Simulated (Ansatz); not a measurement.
**MgSi under changes of volume**

One of the cells (17.355 Å³/atom); the others are scaled copies at fixed shape and fractional positions:

```xyz
2
Lattice="2.9084 0.0000 0.0000 0.0000 2.9084 0.0000 0.0000 0.0000 4.1034" Properties=species:S:1:pos:R:3 pbc="T T T"
Si    1.4542    1.4542    2.0517
Mg    0.0000    0.0000    0.0000
```

The cell comes from a database or a generator and needn't be the stable form of this composition.

```yaml
Program: Ansatz 0.2.0
Functional: LDA
Potentials_or_basis: all-electron LAPW, scalar-relativistic
Cutoff: 140 eV (chosen from the basis error)
Basis_error_allowed: 0.001 eV/atom
k_mesh: 9 × 9 × 7
Occupations: fermi-dirac, width 0.05 eV
Spin: no spin polarisation
```

```csv
volume (Å³/atom),energy over the lowest point (meV/atom),pressure (GPa)
16.314,0.00,0.7
16.661,0.01,-0.7
17.008,3.01,-2.0
17.355,8.73,-3.2
17.702,16.87,-4.2
18.049,27.19,-5.2
18.396,?,?
```

Problem. What does the run at 18.396 Å³/atom give?

Solution. Energy over the lowest point 39.44 meV/atom; pressure -6.0 GPa.

Worked out: A Birch-Murnaghan fit of order 3 (a polynomial in V^(-2/3)) to the other rows has its minimum at 16.49 Å³/atom with B0 = V·E''(V) = 70 GPa and B' = 4.1 at fixed shape and positions, which overstates the stiffness. It gives 39.47 meV/atom at 18.396 Å³/atom, against the run's 39.44, and -dE/dV = -6.1 GPa, against -6.0.

Energies are extrapolated to zero smearing.
